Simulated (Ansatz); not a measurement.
## Bi (R-3m) under several functionals

**What was measured.**

From “Structural properties of Bi thin film grown on Si (111) by quasi-van der Waals epitaxy”, 2022, pmc:8854617, for a bulk crystal of Bi at 300 K: lattice constant a 4.546 ± 0.0005 Å.

From “Strain and atomic stacking of bismuth thin film in its quasi-van der Waals epitaxy on (111) Si substrate”, 2023, pmc:10643447, for a bulk crystal of Bi: lattice constant c 11.862 ± 0.001 Å.

Plane-wave DFT in Ansatz with scalar-relativistic PAW potentials. The same structure was relaxed (cell and atoms, symmetry kept) in separate runs at each level. No spin polarisation.

| level | cutoff (eV) | k mesh | V (Å³/atom) | a (Å) | c (Å) | B0 (GPa) |
| --- | --- | --- | --- | --- | --- | --- |
| LDA | 420 | 12×12×12 | 33.511 | 4.493 | 11.499 | – |
| PBEsol | 420 | 12×12×12 | 34.432 | 4.525 | 11.653 | 38 |
| PBE | 420 | 12×12×12 | 36.880 | 4.582 | 12.169 | 26 |

Task: Where does PBE+D3(BJ) (420 eV, k mesh 12×12×12) fall?

Result: V (Å³/atom) 34.564, a (Å) 4.535, c (Å) 11.645, B0 (GPa) 38. Its volume is between those of PBEsol and PBE. The usual order of volumes, LDA < PBEsol < PBE, holds here (33.511, 34.432, 36.880 Å³/atom). As a rule LDA overbinds; PBEsol, built on the gradient expansion of slowly varying densities, lies between LDA and PBE; PBE's stronger gradient term for exchange weakens bonds. Adding D3 to PBE changes the volume by -6.3 %; the term is attractive, so it pulls cells in. In metals the pairwise form ignores screening by the conduction electrons, so it can pull in too far. B0 goes from 37.7 to 26.0 GPa as the volume grows by 7.1 %; on one curve with B' = 7.3 the volume alone, B ∝ V^(−B'), would give 22.8 GPa, and the rest of the difference is the functional's own stiffness.

For PBE: A measured lattice constant a of Bi is 4.546 Å (300 K; quoted in “Structural properties of Bi thin film grown on Si (111) by quasi-van der Waals epitaxy”, 2022, pmc:8854617); the calculated 4.582 Å misses it by +0.8 %. A measured lattice constant c of Bi is 11.862 Å (quoted in “Strain and atomic stacking of bismuth thin film in its quasi-van der Waals epitaxy on (111) Si substrate”, 2023, pmc:10643447); the calculated 12.169 Å misses it by +2.6 %. The calculations are for 0 K without zero-point motion, and in metals axial ratios are sensitive to mesh and smearing.

Spin–orbit coupling is left out, which can shift energies with elements as heavy as these.